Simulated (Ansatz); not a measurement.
**MoP under changes of volume**

One of the cells (14.353 Å³/atom); the others are scaled copies at fixed shape and fractional positions:

```xyz
2
Lattice="3.2230 0.0000 0.0000 -1.6115 2.7912 0.0000 0.0000 0.0000 3.1910" Properties=species:S:1:pos:R:3 pbc="T T T"
Mo    0.0000    0.0000    0.0000
P     0.0000    1.8608    1.5955
```

- Program: Ansatz 0.2.0
- Functional: PBE
- Potentials or basis: all-electron LAPW, scalar-relativistic
- Cutoff: 275 eV (chosen from the basis error)
- Basis error allowed: 0.0005 eV/atom
- k mesh: 10 × 10 × 8
- Occupations: fermi-dirac, width 0.05 eV
- Spin: no spin polarisation

```csv
volume (Å³/atom),energy over the lowest point (meV/atom),pressure (GPa)
13.492,56.56,19.2
13.779,27.79,13.1
14.066,9.47,7.5
14.353,0.52,2.6
14.640,0.00,-1.9
14.927,?,?
15.214,20.87,-9.4
```

Problem. What does the run at 14.927 Å³/atom give?

Solution. Energy over the lowest point 7.04 meV/atom; pressure -5.9 GPa.

Worked out: A Birch-Murnaghan fit of order 3 (a polynomial in V^(-2/3)) to the other rows has its minimum at 14.51 Å³/atom with B0 = V·E''(V) = 224 GPa and B' = 4.4 at fixed shape and positions, which overstates the stiffness. It gives 7.04 meV/atom at 14.927 Å³/atom, against the run's 7.04, and -dE/dV = -5.9 GPa, against -5.9.

Energies are extrapolated to zero smearing.
